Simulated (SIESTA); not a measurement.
MgO2: single point with PBEsol

MgO2:

```
Mg O
1.0
     4.82861    0.00000    0.00000
     0.00000    4.82861    0.00000
     0.00000    0.00000    4.82861
Mg O
4 8
Direct
  0.00000 0.00000 0.00000
  0.50000 0.00000 0.50000
  0.50000 0.50000 0.00000
  0.00000 0.50000 0.50000
  0.58942 0.91058 0.08942
  0.91058 0.08942 0.58942
  0.08942 0.58942 0.91058
  0.41058 0.41058 0.41058
  0.58942 0.58942 0.58942
  0.91058 0.41058 0.08942
  0.08942 0.91058 0.41058
  0.41058 0.08942 0.91058
```

The cell is a database's computed one.

```yaml
Program: SIESTA 5.4.2
Task: single point
Functional: PBEsol
Potentials_or_basis: PseudoDojo 0.4 standard (PBEsol files)
Basis: DZP (energy shift 0.003 Ry; two zetas on semicore shells)
Grid_cutoff: 800 Ry
Energy_shift: 0.003 Ry
k_mesh: 6 × 6 × 6
Occupations: fermi-dirac, width 0.05 eV
Spin: no spin polarisation
```

```json
{
 "Pressure": "3.9 GPa",
 "Largest force": "0.122 eV/Å",
 "Band gap on the k mesh": "3.74 eV, indirect (least direct gap 3.86 eV)",
 "Hirshfeld charges": "Mg +0.31; O -0.16 e",
 "Voronoi charges": "Mg +0.34; O -0.17 e"
}
```

Forces in eV/Å, atoms in the order of the input:
```
Mg   0.000  0.000  0.000
Mg   0.000  0.000  0.000
Mg   0.000  0.000  0.000
Mg   0.000  0.000  0.000
O   -0.070  0.070 -0.070
O    0.070 -0.070 -0.070
O   -0.070 -0.070  0.070
O    0.070  0.070  0.070
O   -0.070 -0.070 -0.070
O    0.070  0.070 -0.070
O   -0.070  0.070  0.070
O    0.070 -0.070  0.070
```

Levels at points of the mesh, in eV from the valence-band top:
| k point | band 40 | band 41 | band 42 | band 43 | band 44 | band 45 | band 46 | band 47 | band 48 | band 49 |
| --- | --- | --- | --- | --- | --- | --- | --- | --- | --- | --- |
| (0.00, 0.00, 0.00) | -0.52 | -0.52 | -0.52 | 0.00 | 0.00 | 4.37 | 4.37 | 4.37 | 4.37 | 6.29 |
| (0.50, 0.00, 0.00) | -0.95 | -0.78 | -0.78 | -0.14 | -0.14 | 3.80 | 3.80 | 4.27 | 4.27 | 8.64 |
| (0.00, 0.50, 0.00) | -0.95 | -0.78 | -0.78 | -0.14 | -0.14 | 3.80 | 3.80 | 4.27 | 4.27 | 8.64 |
| (0.50, 0.50, 0.00) | -0.74 | -0.56 | -0.56 | -0.56 | -0.56 | 4.04 | 4.04 | 4.04 | 4.04 | 9.46 |
| (0.00, 0.00, 0.50) | -0.95 | -0.78 | -0.78 | -0.14 | -0.14 | 3.80 | 3.80 | 4.27 | 4.27 | 8.64 |
| (0.50, 0.00, 0.50) | -0.74 | -0.56 | -0.56 | -0.56 | -0.56 | 4.04 | 4.04 | 4.04 | 4.04 | 9.46 |
| (0.00, 0.50, 0.50) | -0.74 | -0.56 | -0.56 | -0.56 | -0.56 | 4.04 | 4.04 | 4.04 | 4.04 | 9.46 |
| (0.50, 0.50, 0.50) | -0.82 | -0.64 | -0.64 | -0.64 | -0.64 | 4.34 | 4.34 | 4.34 | 4.34 | 9.33 |

It took 2.7 min on 1 thread of Intel(R) Xeon(R) Platinum 8375C CPU @ 2.90GHz (Ice Lake), with other jobs on the host, peak memory 0.68 GiB.

Caveat: Mulliken charges of long-ranged orbitals can have an unphysical sign; the basis of atomic orbitals isn't converged, which shifts pressures, moduli and gaps. A k mesh can miss the band edges.
